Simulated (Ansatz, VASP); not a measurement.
This is a calculation of MgS (Niningerite) for VASP 6.6.1.

File INCAR:

```
SYSTEM = MgS
PREC = Accurate
ENCUT = 900
EDIFF = 1E-7
ISMEAR = -1
SIGMA = 0.05
LREAL = .False.
LASPH = .True.
NELM = 80
ALGO = Fast
ISIF = 3
LWAVE = .False.
LCHARG = .False.
GGA = PE
IBRION = 2
NSW = 40
EDIFFG = -0.01
```

The input KPOINTS:

```
regular mesh
0
Gamma
  9 9 9
  0 0 0
```

Contents of POSCAR:

```
MgS
1.0
    0.0000000000      2.6016500000      2.6016500000
    2.6016500000      0.0000000000      2.6016500000
    2.6016500000      2.6016500000      0.0000000000
S Mg
1 1
Direct
    0.5000000000      0.5000000000      0.5000000000
    0.0000000000      0.0000000000      0.0000000000
```

Potentials or basis: VASP PAW PBE potentials, release 54 (S, Mg).

Launch:

```bash
$ cat potpaw_PBE.54/S/POTCAR potpaw_PBE.54/Mg/POTCAR > POTCAR
$ mpirun -np 1 vasp_std > vasp.out
```

**Question.** Set up the same calculation for Ansatz 0.2.0. Potentials there: Ansatz PAW.

**Answer.** As run (the cutoff follows the program's own potentials):

Contents of input.yaml:

```yaml
crystal:
  lattice:
    - [0.0, 2.60165, 2.60165]
    - [2.60165, 0.0, 2.60165]
    - [2.60165, 2.60165, 0.0]
  atoms:
    - { symbol: S, position: [0.5, 0.5, 0.5] }
    - { symbol: Mg, position: [0.0, 0.0, 0.0] }
hamiltonian:
  xc: pbe
  pseudopotentials: { kind: paw }
kpoints:
  mp_grid: { grid: [9, 9, 9] }
scf:
  occupations: { method: fermi_dirac, width: 0.05 }
output:
  forces: true
  stress: true
  eigenvalues: true
relax:
  f_tol: 0.01
  max_steps: 40
  cell: { stress_tol: 0.05 }
```

Potentials or basis: Ansatz PAW.

Run with:

```console
$ ansatz run input.yaml --threads 2 --pin off --max-ram 5632MiB --backend cpu --events-out ev --progress --plain --runs-dir out
```

Both were run:

|  | VASP | Ansatz | Ansatz less VASP |
| --- | --- | --- | --- |
| gap on the k mesh at the Fermi level, each at its own relaxed structure (eV) | 2.88 | 2.89 | +0.006 |
| relaxed volume (Å³/atom) | 17.81 | 17.88 | +0.066 |
| relaxed cell length with the largest relative difference (Å) | 3.693 | 3.698 | +0.0046 |

The two sets of potentials don't hold the same shells in valence.

Caveats: an odd mesh through Γ misses points on the zone boundary, where band edges often lie (VASP); odd divisions of the mesh miss points on the zone boundary, where band edges often lie, so the gap on the mesh can be too wide (Ansatz); the plane-wave basis is chosen anew once the cell has moved, so the energies of steps on either side of that aren't comparable (Ansatz). PBE usually gives volumes a little too large and moduli too small. Zero-point motion and thermal expansion aren't in these numbers.
